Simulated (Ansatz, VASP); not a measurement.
## B in VASP and in Ansatz

```
B
1.0
     1.62697    0.00000    0.00000
     0.00000    2.86749    0.00000
     0.00000    0.00000    3.78083
B
2
Direct
  0.00000 0.00000 0.61132
  0.50000 0.50000 0.38868
```

Alike in both runs: functional PBE; k mesh 10 × 6 × 6; occupations gaussian, width 0.1 eV; no spin polarisation.

Ansatz relaxed the structure, and its values are those at the end. VASP's run is a single point on that final structure, the one shown.

|  | VASP | Ansatz |
| --- | --- | --- |
| version | VASP 6.6.1 | Ansatz 0.2.0 |
| potentials or method | VASP PAW PBE potentials, release 64 (B) | scalar-relativistic, plane waves, PAW |
| plane-wave cutoff (eV) | 520 | 420 |
| valence electrons in the cell | 6 | 6 |

|  | VASP | Ansatz | Ansatz less VASP |
| --- | --- | --- | --- |
| gap on the k mesh at the Fermi level (eV) | none | none | - |
| pressure (GPa) | 0.0 | 0.0 | +0.01 |

A gap of «none» marks a metal or a gap that the smearing closes.

Caveats: the k mesh is coarse (spacing up to 0.39 Å⁻¹), so the values aren't converged; this functional lacks dispersion, which binds the layers, so the pressure and a relaxed spacing across them are unreliable.
